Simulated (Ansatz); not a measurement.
Relaxed-ion elastic tensor of BaSnO$_{3}$ (cubic perovskite, Pm-3m) in GPa (Voigt order), plane-wave PAW r²SCAN (Ansatz code); density 7.16 g/cm³, 14.10 Å³ per atom.

```
 292  91.4  91.4   0.0   0.0   0.0
91.4   292  91.4   0.0   0.0   0.0
91.4  91.4   292   0.0   0.0   0.0
 0.0   0.0   0.0   104   0.0   0.0
 0.0   0.0   0.0   0.0   104   0.0
 0.0   0.0   0.0   0.0   0.0   104
```

Task: Is the crystal mechanically stable?

Result: Yes: the smallest eigenvalue of C is 104 GPa.

Task: Work out the Voigt, Reuss and Hill averages.

Result: K_V = 158, K_R = 158, K_H = 158; G_V = 103, G_R = 103, G_H = 103 GPa.

Task: Give Young's modulus, Poisson's ratio, Pugh's ratio and the universal anisotropy index.

Result: E = 9KG/(3K + G) = 253 GPa; ν = 0.23; K/G = 1.54 (brittle by the Pugh limit of 1.75); A_U = 5G_V/G_R + K_V/K_R − 6 = 0.00.

Task: Estimate the sound speeds and the Debye temperature.

Result: v_l = √((K + 4G/3)/ρ) = 6420 m/s, v_t = √(G/ρ) = 3790 m/s, mean 4190 m/s; Θ = (h/k)(3n/4πV)^(1/3) v_m = 517 K.

Task: Give the Zener ratio and Young's modulus along [100], [110] and [111].

Result: A = 2C44/(C11 − C12) = 1.04; 1/E = S11 − 2(S11 − S12 − S44/2)Γ with Γ = 0, 1/4, 1/3 gives 249, 254, 256 GPa.

The cell was relaxed with r²SCAN under the symmetry of its start; phonons on a q-mesh show no instability. Scalar-relativistic: spin–orbit coupling is off unless named, which matters more the heavier the elements.

Potentials: the later of the program's two PAW sets.
